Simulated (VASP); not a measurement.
A run of VASP 6.6.1:

The input INCAR:

```
  PREC = Accurate
  ENCUT = 600
  EDIFF = 1E-7
  ISMEAR = 1
  SIGMA = 0.1
  LREAL = False
  LASPH = True
  NELM = 80
  ALGO = Fast
  ISIF = 4
  LWAVE = False
  LCHARG = False
  GGA = PS
  IBRION = 2
  NSW = 40
  EDIFFG = -0.01
```

The input KPOINTS:

```
Automatic mesh
0
Gamma
  15 15 11
```

File POSCAR:

```
MoP                                     
1.0
    3.2507762770     -0.0000000000      0.0000000000
   -1.6253881384      2.8152548379     -0.0000000000
   -0.0000000000      0.0000000000      3.2150440117
  Mo              P             
     1     1
Direct
     0.0000000000000000    0.0000000000000000    0.0000000000000000
     0.3333333332999970    0.6666666667000030    0.5000000000000000
```

Potentials or basis: VASP PAW PBE potentials, release 64 (Mo_sv, P).

Launch:

```sh
$ cat potpaw_PBE.64/Mo_sv/POTCAR potpaw_PBE.64/P/POTCAR > POTCAR
$ mpirun -np 1 vasp_std > vasp.out
```

Hardware: 1 thread of Intel(R) Xeon(R) Platinum 8488C (Sapphire Rapids) (shared host).

**Question.** Estimate the wall time of this run.

**Answer.** It took 110 s on 1 thread of Intel(R) Xeon(R) Platinum 8488C (Sapphire Rapids), on a shared host, peak memory 0.22 GiB. Counts: scf iterations 30, k points 162, ion steps 3.
